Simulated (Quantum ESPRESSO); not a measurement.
CuCl2: equation of state with LDA

CuCl2:

```
Cu Cl
1.0
    -2.25486    2.25486    6.85990
     2.25486   -2.25486    6.85990
     2.25486    2.25486   -6.85990
Cu Cl
1 2
Direct
  0.00000 0.00000 0.00000
  0.00000 0.50000 0.50000
  0.50000 0.00000 0.50000
```

Measurements of this composition are mostly on another form, of space group No. 12.

```
Program             : Quantum ESPRESSO 7.5
Task                : equation of state
Functional          : LDA
Potentials or basis : GBRV 1.5 LDA
Cutoff              : 762 eV
Density cutoff      : 6095 eV
k mesh              : 8 × 8 × 8
Occupations         : fermi-dirac, width 0.05 eV
Spin                : no spin polarisation
```

```json
{"Equilibrium volume": "43.07 Å³/atom (rough: see the caveat)", "Bulk modulus at fixed shape and positions": "29 GPa (rough)"}
```

Energy against volume, from the lowest point:
```
volume (Å³/atom)  energy (meV/atom)
          43.714               0.00
          44.644               3.94
          45.574              10.77
          46.505              20.14
          47.435              31.76
          48.365              45.35
          49.295              60.67
```

All runs of the series together: 25 min on 2 threads of AMD EPYC 7R43 64-Core Processor (Zen 3) (shared host).

Caveat: the minimum lies outside the volumes run; the cell was scaled at fixed shape and fractional positions, which overstates the stiffness of a crystal with free parameters, most of all of layers and chains; the run has no spin polarisation, though such a crystal can be magnetic.
